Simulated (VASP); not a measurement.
# ZnSe (Stilleite) (F-43m) in VASP: settings compared, part 2 of 2

VASP 6.6.1. The steps go on from the part before.

### 3 Relaxation of cell and atoms, PBE0

Input file POSCAR:

```
ZnSe
1.0
    0.0000000000      2.8338000000      2.8338000000
    2.8338000000      0.0000000000      2.8338000000
    2.8338000000      2.8338000000      0.0000000000
Se Zn
1 1
Direct
    0.7500000000      0.7500000000      0.7500000000
    0.0000000000      0.0000000000      0.0000000000
```

Input file INCAR.step1:

```
SYSTEM = ZnSe
ALGO = Normal
EDIFF = 1E-5
ENCUT = 600
GGA = PE
ISMEAR = -1
LASPH = .TRUE.
LCHARG = .FALSE.
LREAL = .FALSE.
LWAVE = .TRUE.
NELM = 60
PREC = Accurate
SIGMA = 0.05
```

Input file INCAR.step2:

```
SYSTEM = ZnSe
AEXX = 0.25
ALGO = Normal
EDIFF = 1E-6
EDIFFG = -0.02
ENCUT = 600
GGA = PE
IBRION = 2
ISIF = 3
ISMEAR = -1
ISTART = 1
LASPH = .TRUE.
LCHARG = .FALSE.
LHFCALC = .TRUE.
LREAL = .FALSE.
LWAVE = .FALSE.
NELM = 60
NSW = 60
PREC = Accurate
PRECFOCK = Fast
SIGMA = 0.05
```

Input file KPOINTS:

```
k-points
0
G
  4 4 4
  0 0 0
```

Potentials or basis: VASP PAW PBE potentials, release 64 (Se, Zn).

Command:

```console
$ cat potpaw_PBE.64/Se/POTCAR potpaw_PBE.64/Zn/POTCAR > POTCAR
$ cp INCAR.step1 INCAR
$ mpirun -np 1 vasp_std > vasp.out
$ cp INCAR.step2 INCAR
$ mpirun -np 1 vasp_std > vasp.out
```

OUTCAR:

```text
SYSTEM = ZnSe
   AEXX = 0.25
   EDIFF = 1E-6
   EDIFFG = -0.02
   ENCUT = 600
   GGA = PE
   IBRION = 2
   ISIF = 3
   ISMEAR = -1
   ISTART = 1
   LASPH = .TRUE.
   LHFCALC = .TRUE.
   LREAL = .FALSE.
   NELM = 60
   NSW = 60
   PREC = Accurate
   PRECFOCK = Fast

 ion  position               nearest neighbor table
   1  0.750  0.750  0.750-   2 2.45   2 2.45   2 2.45   2 2.45
   2  0.000  0.000  0.000-   1 2.45   1 2.45   1 2.45   1 2.45

  LATTYP: Found a face centered cubic cell.
 ALAT       =     5.6676000000

  Lattice vectors:

 A1 = (   0.0000000000,   2.8338000000,   2.8338000000)
 A2 = (   2.8338000000,   0.0000000000,   2.8338000000)
 A3 = (   2.8338000000,   2.8338000000,   0.0000000000)

Analysis of symmetry for initial positions (statically):
=====================================================================
 Subroutine PRICEL returns:
 Original cell was already a primitive cell.

 Routine SETGRP: Setting up the symmetry group for a
 face centered cubic supercell.

 Subroutine GETGRP returns: Found 24 space group operations
 (whereof 24 operations were pure point group operations)
 out of a pool of 48 trial point group operations.

[... 146 lines left out ...]

 Free energy of the ion-electron system (eV)
  ---------------------------------------------------
  ext. energy  EPLUGINS =         0.00000000
  ---------------------------------------------------
  free energy    TOTEN  =        -7.95297619 eV

  energy without entropy =       -7.95297619  energy(sigma->0) =       -7.95297619

------------------------ aborting loop because EDIFF is reached ----------------------------------------

  FORCE on cell =-STRESS in cart. coord.  units (eV):
  Direction    XX          YY          ZZ          XY          YZ          ZX
  --------------------------------------------------------------------------------------
  -------------------------------------------------------------------------------------
  Total        0.3203086      0.3203086      0.3203086      0.0000000      0.0000000      0.0000000
  in kB       11.2756503     11.2756503     11.2756503      0.0000000      0.0000000      0.0000000
  external PRESSURE =      11.2756503 kB  Pullay stress =       0.0000000 kB
[... 59 lines left out ...]
--------------------------------------- Ionic step        3  -------------------------------------------

 number of electron      18.0000004 magnetization

 Free energy of the ion-electron system (eV)
  ---------------------------------------------------
  ext. energy  EPLUGINS =         0.00000000
  ---------------------------------------------------
  free energy    TOTEN  =        -7.95588937 eV

  energy without entropy =       -7.95588937  energy(sigma->0) =       -7.95588937

 E-fermi :   1.5437     XC(G=0):  -7.2877

 val. band max:        0.4419969240   @ k =   0.0000   0.0000   0.0000
 cond. band min:       3.4953533965   @ k =   0.0000   0.0000   0.0000
 fundamental gap:      3.0533564725
 Fermi energy:         1.5437171480

 k-point     1 :       0.0000    0.0000    0.0000
  band No.  band energies     occupation
      1     -13.8536      2.00000
      2      -7.7363      2.00000
      3      -7.7363      2.00000
      4      -7.7363      2.00000
      5      -7.4215      2.00000
      6      -7.4215      2.00000
      7       0.4420      2.00000
      8       0.4420      2.00000
      9       0.4420      2.00000
     10       3.4954      0.00000
     11       8.1350      0.00000
     12       8.1350      0.00000
     13       8.1350      0.00000
[... 139 lines left out ...]
  FREE ENERGIE OF THE ION-ELECTRON SYSTEM (eV)
  ---------------------------------------------------
  free  energy   TOTEN  =        -7.9558893692 eV

  energy  without entropy=       -7.9558893692  energy(sigma->0) =       -7.95588937

 reached required accuracy - stopping structural energy minimisation
```

OSZICAR.step1:

```text
N       E                     dE             d eps       ncg     rms          rms(c)
DAV:   1     0.922834116990E+02    0.92283E+02   -0.10225E+04   208   0.181E+03
DAV:   2    -0.358948319024E-01   -0.92319E+02   -0.89226E+02   228   0.286E+02
DAV:   3    -0.619540265236E+01   -0.61595E+01   -0.61352E+01   263   0.725E+01
DAV:   4    -0.625749922604E+01   -0.62097E-01   -0.62082E-01   213   0.805E+00
DAV:   5    -0.625782376191E+01   -0.32454E-03   -0.32452E-03   248   0.547E-01    0.477E+00
DAV:   6    -0.597154557206E+01    0.28628E+00   -0.71193E-01   285   0.291E+01    0.366E+00
DAV:   7    -0.595205494655E+01    0.19491E-01   -0.21237E-01   213   0.448E+00    0.153E+00
DAV:   8    -0.595240471324E+01   -0.34977E-03   -0.47312E-03   241   0.682E-01    0.485E-01
DAV:   9    -0.595276667013E+01   -0.36196E-03   -0.12125E-03   218   0.311E-01    0.718E-02
DAV:  10    -0.595286224508E+01   -0.95575E-04   -0.14841E-04   231   0.122E-01    0.188E-02
DAV:  11    -0.595288274283E+01   -0.20498E-04   -0.37351E-05   223   0.645E-02    0.653E-03
DAV:  12    -0.595288413174E+01   -0.13889E-05   -0.36663E-06   134   0.229E-02
   1 F= -.59528841E+01 E0= -.59528840E+01  d E =-.211540E-06
```

Run time: 8.2 min. Hardware: 1 thread of Intel Xeon Platinum 8375C at 2.90GHz (Ice Lake), shared host; peak memory 0.19 GiB.

What came out:

* Free energy: -7.9559 eV
* Relaxed volume: 23.16 Å³/atom
* Relaxed cell: a = 4.031 Å, b = 4.031 Å, c = 4.031 Å, α = 60.00°, β = 60.00°, γ = 60.00°
* Space group after relaxing (to 0.05 Å): F-43m (No. 216)
* Energy gained by relaxing: 1.5 meV/atom
* Ionic steps: 3
* Pressure after relaxing: 0.0 GPa
* Band gap on the k mesh: 3.05 eV, direct

Step by step:
| step | energy change (eV) | largest force (eV/Å) | pressure (GPa) | volume (Å³) |
| --- | --- | --- | --- | --- |
| 1 | 0.0000 | 0.0000 | 1.13 | 45.51 |
| 2 | -0.0026 | 0.0000 | -0.37 | 46.58 |
| 3 | -0.0029 | 0.0000 | 0.05 | 46.33 |

Final structure:
```cif
data_structure
_symmetry_space_group_name_H-M 'P 1'
_symmetry_Int_Tables_number 1
_cell_length_a 4.0314
_cell_length_b 4.0314
_cell_length_c 4.0314
_cell_angle_alpha 60.000
_cell_angle_beta 60.000
_cell_angle_gamma 60.000
_cell_volume 46.33
loop_
_atom_site_label
_atom_site_type_symbol
_atom_site_fract_x
_atom_site_fract_y
_atom_site_fract_z
_atom_site_occupancy
Se1 Se 0.75000 0.75000 0.75000 1
Zn1 Zn 0.00000 0.00000 0.00000 1
```

Caveat: the k mesh is coarse (spacing up to 0.48 Å⁻¹), so the values aren't converged, least of all with exact exchange; the PAW data sets were made with another functional, which shifts forces and pressure a little.

### 4 Single point, PBE0, spin-orbit coupling, no magnetisation

POSCAR is that of step 3.

Input file INCAR.step1:

```
PREC = Accurate ; ENCUT = 520
EDIFF = 1E-5 ; ISMEAR = -1
SIGMA = 0.05 ; LREAL = False
LASPH = True ; NELM = 100
ALGO = Normal ; ISIF = 2
LWAVE = True ; LCHARG = False
LNONCOLLINEAR = True ; MAGMOM = 0 0 0 0 0 0
LORBIT = 11 ; LSORBIT = True
GGA_COMPAT = False ; NBANDS = 30
GGA = PE
```

Input file INCAR.step2:

```
PREC = Accurate ; ENCUT = 520
EDIFF = 1E-6 ; ISMEAR = -1
SIGMA = 0.05 ; LREAL = False
LASPH = True ; NELM = 100
ALGO = Normal ; ISIF = 2
LWAVE = False ; LCHARG = False
LNONCOLLINEAR = True ; MAGMOM = 0 0 0 0 0 0
LORBIT = 11 ; LSORBIT = True
GGA_COMPAT = False ; GGA = PE
LHFCALC = True ; AEXX = 0.25
PRECFOCK = Fast ; HFRCUT = -1
NBANDS = 30 ; ISTART = 1
```

Input file KPOINTS:

```
Automatic mesh
0
Gamma
  4 4 4
```

Command:

```console
$ cat potpaw_PBE.64/Se/POTCAR potpaw_PBE.64/Zn/POTCAR > POTCAR
$ cp INCAR.step1 INCAR
$ mpirun -np 1 vasp_ncl > vasp.out
$ cp INCAR.step2 INCAR
$ mpirun -np 1 vasp_ncl > vasp.out
```

Wall time 21 min (1 thread of Intel Xeon Platinum 8375C at 2.90GHz (Ice Lake), shared host); peak memory 0.29 GiB.

Results (log left out):

```
Free energy                                           : -7.9373 eV
Pressure                                              : 1.2 GPa
Valence electrons inside the program's atomic spheres : Se 3.97; Zn 10.76
```

Caveat: the k mesh is coarse (spacing up to 0.48 Å⁻¹), so the values aren't converged, least of all with exact exchange; the PAW data sets were made with another functional, which shifts forces and pressure a little.

### 5 Single point, LDA, spin-orbit coupling, no magnetisation

Input file INCAR:

```
  PREC = Accurate
  ENCUT = 650
  EDIFF = 1E-7
  ISMEAR = 0
  SIGMA = 0.02
  LREAL = False
  LASPH = True
  NELM = 100
  ALGO = Normal
  ISIF = 2
  LWAVE = False
  LCHARG = False
  MAGMOM = 0 0 0 0 0 0
  LORBIT = 11
  LSORBIT = True
  GGA_COMPAT = False
  NBANDS = 34
```

Input file KPOINTS:

```
regular mesh
0
Gamma
  9 9 9
```

POSCAR is that of step 4.

Potentials or basis: VASP PAW LDA potentials, release 64 (Se, Zn).

Command:

```console
$ cat potpaw_LDA.64/Se/POTCAR potpaw_LDA.64/Zn/POTCAR > POTCAR
$ mpirun -np 1 vasp_ncl > vasp.out
```

Run time: 4.7 min. Hardware: 1 thread of Intel Xeon Platinum 8488C (Sapphire Rapids), shared host; peak memory 0.4 GiB.

These settings aren't checked as converged: the numbers below hold their error.

Results:

| Item | Value |
| --- | --- |
| Free energy | -7.3749 eV |
| Pressure | -3.1 GPa |
| Valence electrons inside the program's atomic spheres | Se 3.88; Zn 10.79 |

### 6 Summary

| task | level | spin | cell | k mesh | cutoff (eV) | smearing | grid for exact exchange (PRECFOCK) | exchange at q = 0 | mesh quality | gap on the mesh (eV) | pressure (GPa) |
| --- | --- | --- | --- | --- | --- | --- | --- | --- | --- | --- | --- |
| single point | PBE | off | as given | 8 × 8 × 8 | 520 | gaussian 0.014 eV | - | - | not flagged | 1.29 | 2.4 |
| relaxation of cell and atoms | PBE0 | off | relaxed | 4 × 4 × 4 | 600 | fermi-dirac 0.05 eV | Fast | default | coarse | 3.05 | 0.0 |
| single point | PBE0 | SOC, no magnetisation | as given | 4 × 4 × 4 | 520 | fermi-dirac 0.05 eV | Fast | truncated | coarse | - | 1.2 |

Alike in all rows: potentials or basis VASP PAW PBE potentials, release 64 (Se, Zn).

Caveats: some runs use coarse meshes; the PAW data sets were made with another functional, which shifts forces and pressure a little (some runs).

Absolute energies hang on the potentials; compare differences alone.

### 7 Against experiment

Step 2. A measured gap of ZnSe is 2.695 eV (an exciton energy, a little under the gap; 300 K; “Alloy Disordering Effects on the Thermal Conductivity and Energy Gap Temperature Dependence of Cd1−xZnxSe Ternary Crystals Grown by the Bridgman Method”, 2023, pmc:10253836); the calculated 1.29 eV misses it by -1.40 eV. So large a miss can be the level of theory's own, or it may mean another phase, state or a wrong row. Spin-orbit coupling on Se is left out. The value is that of PBE, without temperature or zero-point motion. Semilocal functionals fall short of measured gaps as a rule.
